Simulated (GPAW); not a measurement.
The system is NaCl.

```
CELL_PARAMETERS angstrom
3.50219 0.00000 0.00000
0.00000 3.50219 0.00000
0.00000 0.00000 3.50219
ATOMIC_POSITIONS crystal
Cl 0.50000 0.50000 0.50000
Na 0.00000 0.00000 0.00000
```

Measurements of this composition are mostly on another form, of space group No. 225.

Program: GPAW 26.7.0. Alike in all runs: task band structure; no spin polarisation; cell as given; k mesh 8 × 8 × 8; cutoff (eV) 800; smearing fermi-dirac 0.05 eV.

Q: Order these runs on this cell by their pressure, lowest first.
A. level RPBE; potentials or basis the program's PAW data sets (release 1.2.1) made for this functional, pw; band points 60
B. level PBEsol; potentials or basis PAW data sets generated in the run's folder for this functional, pw; band points 80
C. level LDA; potentials or basis the program's PAW data sets (release 1.2.1) made for this functional, pw; band points 60

A: C (-3.0 GPa), B (-1.2 GPa), A (1.9 GPa).

Runs at the PBE level aren't shown here.
